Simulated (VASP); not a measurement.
Set up this calculation in VASP 6.6.1, as the native input.

| Quantity | Value |
| --- | --- |
| Task | QSGW0 quasiparticle levels |
| Functional | PBE |
| Potentials or basis | VASP PAW PBE potentials, release 64 (Te_GW, Mg_GW) |
| Cutoff | 500 eV |
| k mesh | 3 × 3 × 3 |
| Occupations | gaussian, width 0.01 eV |
| Spin | no spin polarisation |
| Cutoff of the response function | 100 |
| Frequency points | 64 |
| Empty bands | 153 |
| GW scheme | QSGW0 |
| GW iterations | 4 |
| Further INCAR settings | ALGO = QPGW0; EDIFF = 1e-08; NBANDS = 157 |

Crystal: MgTe.

```
Te Mg
1.0
     0.00000    3.23200    3.23200
     3.23200    0.00000    3.23200
     3.23200    3.23200    0.00000
Te Mg
1 1
Direct
  0.25000 0.25000 0.25000
  0.00000 0.00000 0.00000
```

The cell comes from a database or a generator and needn't be the stable form of this composition.

One way to write it, as run:

POSCAR

```
MgTe
1.0
    0.0000000000      3.2319988239      3.2319988239
    3.2319988239      0.0000000000      3.2319988239
    3.2319988239      3.2319988239      0.0000000000
Te Mg
1 1
Direct
    0.2500000000      0.2500000000      0.2500000000
    0.0000000000      0.0000000000      0.0000000000
```

INCAR.step1

```
SYSTEM = MgTe
ALGO = Fast
EDIFF = 1E-8
ENCUT = 500
GGA = PE
ISMEAR = 0
LASPH = .TRUE.
LCHARG = .FALSE.
LREAL = .FALSE.
LWAVE = .TRUE.
NELM = 60
PREC = Accurate
SIGMA = 0.01
```

INCAR.step2

```
SYSTEM = MgTe
ALGO = Exact
EDIFF = 1E-8
ENCUT = 500
GGA = PE
ISMEAR = 0
ISTART = 1
LASPH = .TRUE.
LCHARG = .FALSE.
LOPTICS = .TRUE.
LREAL = .FALSE.
LWAVE = .TRUE.
NBANDS = 157
NELM = 1
PREC = Accurate
SIGMA = 0.01
```

INCAR.step3

```
SYSTEM = MgTe
ALGO = QPGW0
EDIFF = 1E-8
ENCUT = 500
ENCUTGW = 100
GGA = PE
ISMEAR = 0
ISTART = 1
LASPH = .TRUE.
LCHARG = .FALSE.
LREAL = .FALSE.
LWAVE = .FALSE.
NBANDS = 157
NBANDSGW = 16
NELMGW = 4
NOMEGA = 64
PREC = Accurate
PRECFOCK = Fast
SIGMA = 0.01
```

KPOINTS

```
k-points
0
G
  3 3 3
  0 0 0
```

Potentials or basis: VASP PAW PBE potentials, release 64 (Te_GW, Mg_GW).

Launch:

```sh
$ cat potpaw_PBE.64/Te_GW/POTCAR potpaw_PBE.64/Mg_GW/POTCAR > POTCAR
$ cp INCAR.step1 INCAR
$ mpirun -np 1 vasp_std > vasp.out
$ cp INCAR.step2 INCAR
$ mpirun -np 1 vasp_std > vasp.out
$ cp INCAR.step3 INCAR
$ mpirun -np 1 vasp_std > vasp.out
```

Results of the run:

The band gap on the k mesh, mean-field level is 2.39 eV, direct, the quasiparticle gap is 3.91 eV and the least direct quasiparticle gap is 3.91 eV.

Caveat: the k mesh is coarse (spacing up to 0.56 Å⁻¹), so the values aren't converged; bands, screening cutoff and mesh are small and nothing is extrapolated, so the quasiparticle values aren't converged; spin-orbit coupling is left out, which moves the levels of the heavy elements.

It took 3.3 min on 1 thread of Intel(R) Xeon(R) 6975P-C (Granite Rapids), on a shared host, peak memory 0.73 GiB.
